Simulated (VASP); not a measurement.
## Al: relaxation of cell and atoms with PBE+D3(BJ)

Crystal: Al.

```
Al
1.0
     0.00000    1.99124    1.99124
     1.99124    0.00000    1.99124
     1.99124    1.99124    0.00000
Al
1
Cartesian
  0.0000 0.0000 0.0000
```

```
Program                : VASP 6.6.1
Task                   : relaxation of cell and atoms
Functional             : PBE
Dispersion             : D3(BJ)
Potentials or basis    : VASP PAW PBE potentials, release 64 (Al)
Cutoff                 : 600 eV
k mesh                 : 16 × 16 × 16
Occupations            : methfessel-paxton, width 0.1 eV
Spin                   : no spin polarisation
Further INCAR settings : ALGO = Normal; EDIFF = 1e-07; IBRION = 2; EDIFFG = -0.005; NSW = 90; ISIF = 3
```

```
Pressure after relaxing    : 0.0 GPa
Band gap on the k mesh     : none (metal or under the smearing width)
Dispersion energy per atom : -0.352 eV
```

Final structure:
```yaml
crystal:
  lattice:
    - [0.00000, 1.99124, 1.99124]
    - [1.99124, 0.00000, 1.99124]
    - [1.99124, 1.99124, 0.00000]
  atoms:
    - { symbol: Al, position: [0.00000, 0.00000, 0.00000] }
```

Levels at points of the mesh, in eV from the Fermi level:
```tsv
k point	band 1	band 2	band 3	band 4
(0.00, 0.00, 0.00)	-11.47	12.84	12.84	12.84
(0.50, 0.00, 0.00)	-4.79	-4.46	11.64	11.64
(0.50, 0.50, 0.00)	-3.05	-1.64	5.24	5.78
```

Run time: 3.7 s on 1 thread of Intel(R) Xeon(R) 6975P-C (Granite Rapids), on a shared host, peak memory 0.15 GiB.

Caveat: the relaxation stopped at its first step, so nothing moved; pairwise dispersion overbinds metals, which lowers pressure and volume.
